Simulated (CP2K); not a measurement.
Crystal: ZnSe (Stilleite).

```
Se Zn
1.0
     4.00760    0.00000    0.00000
     2.00380    3.47068    0.00000
     2.00380    1.15689    3.27219
Se Zn
1 1
Direct
  0.75000 0.75000 0.75000
  0.00000 0.00000 0.00000
```

Base run:

| Property | Result |
| --- | --- |
| Program | CP2K 2026.2 |
| Functional | PBEsol |
| Potentials or basis | POTENTIAL_UZH Se GTH-PBE-q6, Zn GTH-PBE-q12; TZVP-MOLOPT-PBE-GTH basis |
| Density cutoff | 6123 eV |
| k mesh | 8 × 8 × 8 |
| Occupations | fermi-dirac, width 0.05 eV |
| Spin | no spin polarisation |

Its results: band gap on the k mesh 1.08 eV, direct; pressure 0.0 GPa.

After a change of settings the same cell gave: band gap on the k mesh 1.26 eV, direct; pressure 2.7 GPa. Which change was it?
A. occupations from fermi-dirac, width 0.05 eV to fermi-dirac, width 0.01 eV; eps_default from 1.0E-10 to 1.0E-9
B. functional from PBEsol to revPBE; ngrids from 5 to 4
C. functional from PBEsol to PBE; occupations from fermi-dirac, width 0.05 eV to fermi-dirac, width 0.0259 eV
D. functional from PBEsol to RPBE; ngrids from 5 to 4

C.

Caveats: the basis of atomic orbitals isn't converged, which shifts pressures, moduli and gaps; the potentials were made for another functional, which shifts forces and pressure (some runs).

Not every run made on this cell is shown here.
